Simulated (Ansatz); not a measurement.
# Boron, bcc under PBE: ground state and equation of state

What does PBE give for boron in the bcc structure? We relax it, solve it on a dense k-mesh, switch on spin-orbit coupling, then scale the cell to 7 volumes from 88 to 112 % of the relaxed one and try a fit of the equation of state. The k-meshes are 18×18×18 for the relaxation; 31×31×31 for the dense run; 19×19×19 for spin-orbit coupling; 21×21×21 for the volumes.

Method: DFT PBE, plane waves (420 eV) with PAW, scalar-relativistic, in Ansatz 0.2.0.

## (1) Starting point

The structure is cubic, space group Im-3m (No. 229). Conventional cell: a = 2.358 Å, b = 2.358 Å, c = 2.358 Å, α = 90.00°, β = 90.00°, γ = 90.00°. Around B (site symmetry m-3m) lie 8 B at 2.04 Å.

As a file:

```
CELL_PARAMETERS angstrom
-1.17892 1.17892 1.17892
1.17892 -1.17892 1.17892
1.17892 1.17892 -1.17892
ATOMIC_POSITIONS crystal
B 0.00000 0.00000 0.00000
```

## (2) Geometry optimisation

File input.yaml:

```yaml
crystal:
  lattice:
    - [-1.1789190289, 1.1789190289, 1.1789190289]
    - [1.1789190289, -1.1789190289, 1.1789190289]
    - [1.1789190289, 1.1789190289, -1.1789190289]
  atoms:
    - { symbol: B, position: [0.0, 0.0, 0.0] }
hamiltonian:
  xc: pbe
  pseudopotentials:
    kind: paw
    azcp:
      B: "pseudopotentials/B.paw.azcp"
basis:
  ecutwfc: 420
  fft_grid_basis: typed
kpoints:
  mp_grid: { grid: [18, 18, 18], shift: [0, 0, 0] }
magnetization:
  spin_polarized: false
scf:
  occupations: { method: fermi_dirac, width: 0.1 }
relax:
  max_steps: 60
  f_tol: 0.01
  cell: {}
```

After this run come: Single point on a dense mesh; With spin-orbit coupling; The cell scaled to 88 % of its volume; The cell scaled to 92 % of its volume; The cell scaled to 96 % of its volume; The cell scaled to 100 % of its volume; The cell scaled to 104 % of its volume; The cell scaled to 108 % of its volume; The cell scaled to 112 % of its volume.

Q: Predict the outcome of this session. Wanted: space group; conventional cell; volume; shortest distance; gap on the mesh; relative to alpha-rhombohedral; V₀, B₀, B₀′.

**Answer**, as computed:

```
                            quantity                         value
      space group (spins left aside)               Im-3m (No. 229)
                   conventional cell                   a = 2.308 Å
                              volume                 6.147 Å³/atom
                   shortest distance                       1.999 Å
                     gap on the mesh  none (levels filled in part)
relative to alpha-rhombohedral (B12)                +1715 meV/atom
                         V₀, B₀, B₀′   6.138 Å³/atom, 225 GPa, 4.6
```

From the guessed start the volume shrank by 6.2 % in 8 steps. It lies 1715 meV/atom above the element's reference form at the same level (alpha-rhombohedral (B12), from a run of its own), so it is far from stable. Levels at the Fermi energy are filled in part, as in a metal. The total energy of the spin-orbit run (on a coarser mesh) lies +2 meV/atom from the scalar one; mesh and treatment of the core enter this figure, so it is no spin-orbit energy. The fitted modulus is 225 GPa. The symmetry was held, so the structure may be unstable against distortions that break it.
